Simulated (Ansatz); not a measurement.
**MgSe under changes of volume**

One of the cells (20.246 Å³/atom); the others are scaled copies at fixed shape and fractional positions:

```xyz
2
Lattice="0.0000 2.7255 2.7255 2.7255 0.0000 2.7255 2.7255 2.7255 0.0000" Properties=species:S:1:pos:R:3 pbc="T T T"
Se    2.7255    2.7255    2.7255
Mg    0.0000    0.0000    0.0000
```

* Program: Ansatz 0.2.0
* Functional: LDA
* Potentials or basis: Ansatz PAW
* Cutoff: 420 eV (not typed: the program's choice for these potentials)
* k mesh: 8 × 8 × 8
* Occupations: fermi-dirac, width 0.05 eV
* Spin: no spin polarisation

```tsv
volume (Å³/atom)	energy over the lowest point (meV/atom)	pressure (GPa)	gap on the mesh (eV)
19.031	3.34	2.1	1.76
19.436	0.00	0.6	1.73
19.841	0.42	-0.9	1.70
20.246	?	?	?
20.651	11.06	-3.3	1.63
21.056	20.65	-4.3	1.60
21.461	32.69	-5.2	1.57
```

**Question.** What does the run at 20.246 Å³/atom give?

**Answer.** Energy over the lowest point 4.22 meV/atom; pressure -2.1 GPa; gap on the mesh 1.66 eV.

Worked out: A Birch-Murnaghan fit of order 3 (a polynomial in V^(-2/3)) to the other rows has its minimum at 19.59 Å³/atom with B0 = V·E''(V) = 69 GPa and B' = 4.1. It gives 4.22 meV/atom at 20.246 Å³/atom, against the run's 4.22, and -dE/dV = -2.1 GPa, against -2.1. A straight line through the other rows of the gap, of slope -1.6 eV per unit of ln V, gives 1.66 eV, against the run's 1.66.

Energies are extrapolated to zero smearing.

Caveats: the PAW data sets come from PBE, with cores solved anew for the run's functional, which leaves a small shift of forces and pressure.

A mesh can miss the band edges. Spin-orbit coupling on Se is left out.
